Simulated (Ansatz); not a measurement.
# HfC (Fm-3m) in Ansatz: band structure with PBEsol

Aim: the band structure of HfC with PBEsol.

All numbers are computed with Ansatz 0.2.0; they aren't measurements. Logs are shortened: lines on timing, memory, paths and dates and some standing lists are left out, and cuts for length are marked.

**1. The crystal as given**

The structure is cubic, space group Fm-3m (No. 225). The conventional cell has a = 4.650 Å, b = 4.650 Å, c = 4.650 Å, α = 90.00°, β = 90.00°, γ = 90.00°. Hf (site symmetry m-3m) has 6 C at 2.33 Å as nearest neighbours. C (site symmetry m-3m) is surrounded by 6 Hf at 2.33 Å.

**2. Band structure, PBEsol**

File input.yaml:

```yaml
crystal:
  lattice:
    - [0.0, 2.325, 2.325]
    - [2.325, 0.0, 2.325]
    - [2.325, 2.325, 0.0]
  atoms:
    - { symbol: Hf, position: [0.5, 0.5, 0.5] }
    - { symbol: C, position: [0.0, 0.0, 0.0] }
hamiltonian:
  xc: pbesol
  pseudopotentials: { kind: paw }
kpoints:
  mp_grid: { grid: [10, 10, 10] }
  band_path:
    path:
      - [[0.0, 0.0, 0.0], [0.5, 0.0, 0.5], [0.5, 0.25, 0.75], [0.375, 0.375, 0.75], [0.0, 0.0, 0.0], [0.5, 0.5, 0.5], [0.625, 0.25, 0.625], [0.5, 0.25, 0.75], [0.5, 0.5, 0.5], [0.375, 0.375, 0.75]]
      - [[0.625, 0.25, 0.625], [0.5, 0.0, 0.5]]
    npoints: 14
scf:
  occupations: { method: fermi_dirac, width: 0.05 }
  n_extra_bands: 6
output:
  forces: true
  stress: true
  eigenvalues: true
  fatbands: true
```

Potentials or basis: Ansatz PAW.

The run is started by

```bash
$ ansatz run input.yaml --threads 2 --pin off --max-ram 5632MiB --backend cpu --events-out ev --progress --plain --runs-dir out
```

Output:

```text
Warning: RAYON_NUM_THREADS=2 ignored (pool sized by the plan → 2); use --threads N
scf.n_extra_bands = 6 over 15 filled bands (N_el = 30.0): the run solves 21 bands
Engine: ansatz 0.2.0, x86_64-unknown-linux-gnu
Pseudopotentials: kind: paw
Pseudopotential: Hf, paw, valence charge 26, recommended cutoff 420 eV (normal), Hf.paw.azcp
Pseudopotential: C, paw, valence charge 4, recommended cutoff 420 eV (normal), C.paw.azcp
Functional definition: PBEsol
  exchange = pbesol_x
  correlation = pbesol_c
Crystal: 2 atoms, lattice volume = 25.136 Å³
Basis set: ecut = 420 eV, 531 PW (Γ), exchange–correlation on 48×48×48 points (8 copies of the dense FFT grid, shifted against one another)
Bands: 21, of which v1, the nominal top of the filled ones, is band 15 counted from 1 (14 counted from 0)
Symmetry: 48 space group operations
Space group: Fm-3m (ITA 225), of the structure as read, at distance tolerance 2.9e-5 Å
k-points: 47 of 1000
Non-local potential: Hf, projectors of the file, l = 0: 3, l = 1: 2, l = 2: 2, l = 3: 3
Non-local potential: C, projectors of the file, l = 0: 2, l = 1: 2, l = 2: 1
PAW form: soft (Blöchl's): semilocal exchange-correlation on the pseudo side does not see the compensation charge
PAW frozen core: Hf, regenerated for the run's functional, and the local potential with it (the file was generated under x = pbe(κ = 0.804, μ = 0.2195149727645171), c = pbe(β = 0.06672455060314922))
PAW frozen core: C, regenerated for the run's functional, and the local potential with it (the file was generated under x = pbe(κ = 0.804, μ = 0.2195149727645171), c = pbe(β = 0.06672455060314922))
PAW one-centre angular grid: Hf, 590 points (default); XC on 64 Gauss nodes
PAW one-centre angular grid: C, 110 points (default); XC on 64 Gauss nodes
Initial density: superposition of atomic densities (neutral atoms: chi_scale 0, normalization atom), corrected by the library's trained network
Initial wavefunctions: pseudopotential atomic-orbital guess
Functional: x = pbesol(κ = 0.804, μ = 0.12345679012345678), c = pbesol(β = 0.046)
SCF iter   1: F=—  HF=-15846.697266 eV  |F-HF|=—  |Δ(HF+E_count)|=         —  Δρ=9.29e-3  dr2=2.74e-2  ethr=1.77e-3  ⟨swp⟩=5.1  Hψ=4161  notcnv=0  defer=4
preconditioner: auto → Kerker (q_TF=auto, 2.810 Å⁻¹)  [metal: Δε(μ)=0.074 eV  Ē_g=19.750 eV  σ=0.050 eV  W_gap=0.32  n_scr=14 (ndim 8)  ℏωp=39.2 eV  f_vac=0.000  D(μ)=0.35/eV (n_scr^D=0)]
SCF iter   2: F=—  HF=-15846.690882 eV  |F-HF|=—  |Δ(HF+E_count)|=   6.38e-3  Δρ=2.94e-3  dr2=2.54e-3  ethr=9.15e-5  ⟨swp⟩=1.9  Hψ=1515  notcnv=0  defer=56
SCF iter   3: F=—  HF=-15846.690326 eV  |F-HF|=—  |Δ(HF+E_count)|=   5.56e-4  Δρ=6.43e-4  dr2=4.18e-5  ethr=8.48e-6  ⟨swp⟩=2.0  Hψ=1441  notcnv=0  defer=56
SCF iter   4: F=—  HF=-15846.690305 eV  |F-HF|=—  |Δ(HF+E_count)|=   2.06e-5  Δρ=4.62e-4  dr2=2.74e-5  ethr=1.39e-7  ⟨swp⟩=2.3  Hψ=1718  notcnv=0  defer=56
SCF iter   5: F=—  HF=-15846.690308 eV  |F-HF|=—  |Δ(HF+E_count)|=   2.67e-6  Δρ=1.24e-4  dr2=3.10e-6  ethr=9.12e-8  ⟨swp⟩=1.1  Hψ=945  notcnv=0  defer=56
SCF iter   6: F=-15846.690307 eV  HF=-15846.690307 eV  |F-HF|=6.09e-9  |Δ(HF+E_count)|=   1.09e-6  Δρ=2.60e-5  dr2=8.35e-8  ethr=3.33e-10  ⟨swp⟩=8.0  Hψ=5544  notcnv=0
SCF 1 converged in 6 iterations: F = -15846.690307 eV  dr2 = 8.35e-8
NSCF: frozen V_eff on 142 k-points
SCF converged after 6 iterations
Free energy (F): -15846.690307 eV
Harris-Foulkes:  -15846.690307 eV  (|F-HF|=6.09e-9)
Internal energy: -15846.687532 eV  (E = F + TS)
E sigma→0 (E₀):  -15846.688919 eV
Entropy (-TS):   -0.002775 eV (-1.388 meV/atom)
Fermi energy:    20.015460 eV
--- Per-component energies (eV) ---
  E_band       = 108.318859
  E_kinetic    = 510.889627
  E_local      = -4993.267228  (includes V_loc(G=0)·N_el)
  E_nonlocal   = -1211.362243
  E_hartree    = 2357.553244
  E_xc         = -346.051419
  E_vxc        = -326.239576  (∫ρ·V_xc dr)
  E_paw        = -6902.281241  (= ΣΔE_a)
  E_vpaw       = 1413.197997  (= ΣTr[D̂ρ^β])
  E_aug_tail   = 0.000006  (compensation charges beyond the density's cutoff)
  E_ewald      = -5263.440471
  E_core_change = 1.272192  (= ΣΔE_core)
  E_smearing   = -0.002775  (= −TS)
  E_closure    = 0.000000  (closes the sum)
  Σ components = -15846.690307   (vs F -15846.690307, Δ=0.00e0)
--- Forces (eV/Å), atoms counted from 1 ---
  atom   1  Hf     0.00000000    -0.00000000    -0.00000000
  atom   2  C     -0.00000000     0.00000000    -0.00000000
  max |Σ_I F_I| component: 8.19e-29 eV/Å
--- Stress (GPa, compression-positive) ---
       -6.519004      -0.000000       0.000000
       -0.000000      -6.519004       0.000000
        0.000000      -0.000000      -6.519004
  P = ⅓ Tr σ = -6.5190 GPa (-65.190 kbar)
--- Band table (eV; the first three rows and the last of 47) ---
  k-point 0: bands = ["-41.0935", "-9.5522", "-9.5522", "-9.5522", "7.6686", "8.9329", "8.9417", "8.9417", "8.9417", "9.0234", "9.0234", "9.0234", "21.0451", "21.0451", "21.0451", "21.2906", "21.2906", "21.2906", "23.3078", "23.3078", "26.7501"]
  k-point 1: bands = ["-41.0896", "-9.6218", "-9.5589", "-9.5589", "7.9117", "8.9366", "8.9476", "8.9476", "8.9483", "9.0180", "9.0180", "9.0237", "19.6223", "20.0139", "20.0139", "21.7132", "21.7132", "22.1164", "24.4307", "24.4307", "27.2982"]
  k-point 2: bands = ["-41.0794", "-9.7993", "-9.5764", "-9.5764", "8.5325", "8.9468", "8.9629", "8.9629", "9.0045", "9.0045", "9.0243", "9.0277", "17.8415", "18.7543", "18.7543", "22.4554", "22.4554", "22.6574", "26.4231", "26.4231", "28.4436"]
  k-point 46: bands = ["-41.0391", "-10.0287", "-9.9157", "-9.7985", "8.9279", "8.9660", "8.9706", "8.9707", "8.9920", "8.9982", "8.9982", "10.3319", "17.2156", "17.2185", "17.3155", "22.6173", "24.5978", "26.6744", "26.8642", "28.3052", "32.3750"]
```

Run time: 1.7 s. Hardware: 2 threads of Intel Xeon 6975P-C (Granite Rapids), shared host; peak memory 0.33 GiB.

Results:

```yaml
Free_energy: -15846.6903 eV
Pressure: -6.5 GPa
Band_gap_on_the_k_mesh: none (metal or under the smearing width)
```

Levels at the corners of the path, in eV from the Fermi level:
| point | band 13 | band 14 | band 15 | band 16 | band 17 | band 18 |
| --- | --- | --- | --- | --- | --- | --- |
| Γ | 1.03 | 1.03 | 1.03 | 1.28 | 1.28 | 1.28 |
| X | -2.66 | -1.89 | -0.10 | -0.10 | 5.22 | 6.65 |
| W | -3.03 | -2.78 | -2.78 | 3.60 | 3.60 | 6.66 |
| K | -3.58 | -2.80 | -1.68 | 1.51 | 5.69 | 6.09 |
| Γ | 1.03 | 1.03 | 1.03 | 1.28 | 1.28 | 1.28 |
| L | -6.24 | -3.06 | -3.06 | 5.22 | 5.22 | 5.68 |
| U | -3.58 | -2.80 | -1.68 | 1.51 | 5.69 | 6.09 |
| W | -3.03 | -2.78 | -2.78 | 3.60 | 3.60 | 6.66 |
| L | -6.24 | -3.06 | -3.06 | 5.22 | 5.22 | 5.68 |
| K | -3.58 | -2.80 | -1.68 | 1.51 | 5.69 | 6.09 |
| U | -3.58 | -2.80 | -1.68 | 1.51 | 5.69 | 6.09 |
| X | -2.66 | -1.89 | -0.10 | -0.10 | 5.22 | 6.65 |

Caveat: spin-orbit coupling is left out, which moves the levels of the heavy elements; the PAW data sets come from PBE, with cores solved anew for the run's functional, which leaves a small shift of forces and pressure.
